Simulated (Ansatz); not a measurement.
# Cu: the change of energy above lowest point and pressure with volume per atom

Results calculated with Ansatz 0.2.0 development build, not measured. Equation of state of a cubic crystal from periodic Kohn-Sham density functional theory without spin; pressure corrected for the finite basis.

Cell of the first row (space group Fd-3m, No. 227):
```
Cu
1.0
      0.0000     2.6221     2.6221
      2.6221     0.0000     2.6221
      2.6221     2.6221     0.0000
Cu
2
Direct
  0.00000 0.00000 0.00000
  0.25000 0.25000 0.25000
```

Settings of every row: formula Cu; structure type diamond; functional PBE; spin treatment none; k mesh 18x18x18; occupation method fermi-dirac; occupation width 0.061225619 eV; wave cutoff 700 eV; datasets soft-1 PAW; density cutoff ratio 4.

Limits: a cubic model structure, not a phase known at ambient conditions; the SCF threshold is loose for a stress in some rows.

```csv
row,volume per atom (Å³),energy above lowest point (meV/atom),pressure (GPa)
1,18.028,12.71,3.856
2,18.412,?,?
3,18.795,1.17,1.077
4,19.179,0,-0.079
5,19.562,1.44,-1.101
6,19.946,5.18,-2.005
7,20.329,10.96,-2.804
```

Question: what energy above lowest point and pressure should row 2 give?

Worked fit of energy above lowest point. Take u = (V_r/V)^(2/3) − 1 with V_r = 19.37 Å³ an atom, which is twice the finite (Eulerian) strain; such expansions in the strain, on which the Birch-Murnaghan equation of state is built, carry the rest volume and the bulk modulus. The shown rows have u = 0.04903, 0.02029, 0.00663, -0.00655, -0.01935, -0.0317. Least squares give energy above lowest point = 0.412 − 109.5 × u + 7162.3 × u² + 3810 × u³ meV/atom; a parabola predicts inner rows, each left out in turn, worse (root mean square 0.076 against 0.0066 meV/atom). All shown rows lie on it to the printed digit. Its lowest point lies at u = 0.0076, or V = 19.15 Å³ an atom, and the curvature there gives the bulk modulus at fixed shape and fractions, B = (4/9)(1 + u)² E″(u)/V = 54.7 GPa. The withheld row has u = 0.03439, so the fit gives 0.412 − 109.5 × (0.03439) + 7162.3 × (0.03439)² + 3810 × (0.03439)³ = 5.27 meV/atom.

The calculation gave 5.27 meV/atom. The fit meets it to the printed digit.

Worked fit of pressure. Take u = (V_r/V)^(2/3) − 1 with V_r = 19.37 Å³ an atom, which is twice the finite (Eulerian) strain; such expansions in the strain, on which the Birch-Murnaghan equation of state is built, carry the rest volume and the bulk modulus. The shown rows have u = 0.04903, 0.02029, 0.00663, -0.00655, -0.01935, -0.0317. Least squares give pressure = −0.6041 + 77.41 × u + 262.29 × u² + 290.6 × u³ GPa; a parabola predicts inner rows, each left out in turn, worse (root mean square 0.0057 against 0.0013 GPa). The rows lie off it by 0.000, 0.000, 0.000, -0.001, 0.001, 0.000. The pressure vanishes at u = 0.0076, or V = 19.15 Å³ an atom, and there the bulk modulus at fixed shape and fractions is B = −V dP/dV = (2/3)(1 + u) dP/du = 54.7 GPa. The withheld row has u = 0.03439, so the fit gives −0.6041 + 77.41 × (0.03439) + 262.29 × (0.03439)² + 290.6 × (0.03439)³ = 2.380 GPa.

The calculation gave 2.382 GPa. The fit lies 0.002 GPa (0.03 % of the column's range) below it; its largest miss of a shown row is 0.001 GPa.
